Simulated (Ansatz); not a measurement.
## BN: pressure and energy less free atoms against volume scale

Results calculated with Ansatz 0.2.0, not measured. Periodic Kohn-Sham DFT of a crystal at fixed atoms, scaled to volume_scale times the given cell; pressure positive in compression, energy less spherical unpolarised free atoms, largest_vzz the field gradient of largest size among the nuclei.

The cell before it is scaled or strained (space group F-43m, No. 216):
```
BN
1.0
      0.0000     1.8075     1.8075
      1.8075     0.0000     1.8075
      1.8075     1.8075     0.0000
B N
1 1
Direct
  0.00000 0.00000 0.00000
  0.75000 0.75000 0.75000
```

Settings of every row: method all-electron LAPW; functional PBE; relativity scalar; k mesh 13x13x13; filling fermi-dirac; smearing width 0.03 eV; basis error target 1 meV/atom; nucleus gaussian.

Atom start moment: 0 on all atoms.

| row | volume scale | V (Å³/atom) | pressure (GPa) | energy less free atoms (eV/atom) |
| --- | --- | --- | --- | --- |
| 1 | 0.94 | 5.551 | ? | ? |
| 2 | 0.96 | 5.669 | 19.868 | -8.7132 |
| 3 | 0.98 | 5.787 | 11.054 | -8.7246 |
| 4 | 0.99 | 5.846 | 6.946 | -8.7279 |
| 5 | 1 | 5.905 | 3.025 | -8.7297 |
| 6 | 1.01 | 5.964 | -0.718 | -8.7302 |
| 7 | 1.02 | 6.023 | -4.29 | -8.7292 |
| 8 | 1.04 | 6.141 | -10.958 | -8.7236 |
| 9 | 1.06 | 6.26 | -17.034 | -8.7132 |

Question: what pressure and energy less free atoms should row 1 give?

Worked fit of pressure. Take u = (V_r/V)^(2/3) − 1 with V_r = 5.9345 Å³ an atom, which is twice the finite (Eulerian) strain; such expansions in the strain, on which the Birch-Murnaghan equation of state is built, carry the rest volume and the bulk modulus. The shown rows have u = 0.03098, 0.01692, 0.01007, 0.00333, -0.0033, -0.00982, -0.02255, -0.03497. Least squares give pressure = 1.1284 + 564.776 × u + 1295.07 × u² GPa; a straight line predicts inner rows, each left out in turn, worse (root mean square 0.42 against 0.0058 GPa). The rows lie off it by 0.000, -0.001, -0.001, 0.002, 0.003, 0.003, -0.009, 0.004 (root mean square 0.0039 GPa). The pressure vanishes at u = -0.0020, or V = 5.952 Å³ an atom, and there the bulk modulus at fixed shape and fractions is B = −V dP/dV = (2/3)(1 + u) dP/du = 372 GPa. The withheld row has u = 0.04554, so the fit gives 1.1284 + 564.776 × (0.04554) + 1295.07 × (0.04554)² = 29.534 GPa.

The calculation gave 29.549 GPa. The fit lies 0.015 GPa (0.032 % of the column's range) below it; its largest miss of a shown row is 0.009 GPa. This row lies beyond the range of the fit.

Worked fit of energy less free atoms. Take u = (V_r/V)^(2/3) − 1 with V_r = 5.9345 Å³ an atom, which is twice the finite (Eulerian) strain; such expansions in the strain, on which the Birch-Murnaghan equation of state is built, carry the rest volume and the bulk modulus. The shown rows have u = 0.03098, 0.01692, 0.01007, 0.00333, -0.0033, -0.00982, -0.02255, -0.03497. Least squares give energy less free atoms = −8.73012 + 0.0624 × u + 15.613 × u² eV/atom; a straight line predicts inner rows, each left out in turn, worse (root mean square 0.0051 against 3.6e-05 eV/atom). All shown rows lie on it to the printed digit. Its lowest point lies at u = -0.0020, or V = 5.952 Å³ an atom, and the curvature there gives the bulk modulus at fixed shape and fractions, B = (4/9)(1 + u)² E″(u)/V = 372 GPa. The withheld row has u = 0.04554, so the fit gives −8.73012 + 0.0624 × (0.04554) + 15.613 × (0.04554)² = -8.6949 eV/atom.

The calculation gave -8.6951 eV/atom. The fit lies 0.0002 eV/atom (0.57 % of the column's range) above it; its largest miss of a shown row is 0.0000 eV/atom. This row lies beyond the range of the fit.
